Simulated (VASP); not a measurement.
Set up this calculation in VASP 6.6.1, as the native input.

```yaml
Task: single point
Functional: LDA
Potentials_or_basis: VASP PAW LDA potentials, release 64 (Ca_sv)
Cutoff: 520 eV
k_mesh: 8 × 8 × 8
Occupations: gaussian, width 0.05 eV
Spin: no spin polarisation
Further_INCAR_settings: ALGO = Normal; EDIFF = 1e-06; NBANDS = 11
```

The structure of Ca lies in POSCAR:

```
Ca
1.0
    0.0000000000      2.7942000000      2.7942000000
    2.7942000000      0.0000000000      2.7942000000
    2.7942000000      2.7942000000      0.0000000000
Ca
1
Direct
    0.0000000000      0.0000000000      0.0000000000
```

These files were run (other wordings do the same):

INCAR

```
  PREC = Accurate
  ENCUT = 520
  EDIFF = 1E-6
  ISMEAR = 0
  SIGMA = 0.05
  LREAL = F
  LASPH = T
  NELM = 100
  ALGO = Normal
  ISIF = 2
  LWAVE = F
  LCHARG = F
  GGA = CA
  NBANDS = 11
```

KPOINTS

```
Automatic mesh
0
Gamma
  8 8 8
```

Potentials or basis: VASP PAW LDA potentials, release 64 (Ca_sv).

Command:

```bash
$ cat potpaw_LDA.64/Ca_sv/POTCAR > POTCAR
$ mpirun -np 1 vasp_std > vasp.out
```

It gave:

```
Pressure               : -2.2 GPa
Band gap on the k mesh : none (metal or under the smearing width)
```

Run time: 9.6 s on 1 thread of Intel(R) Xeon(R) Platinum 8488C (Sapphire Rapids), with other jobs on the host, peak memory 0.14 GiB.
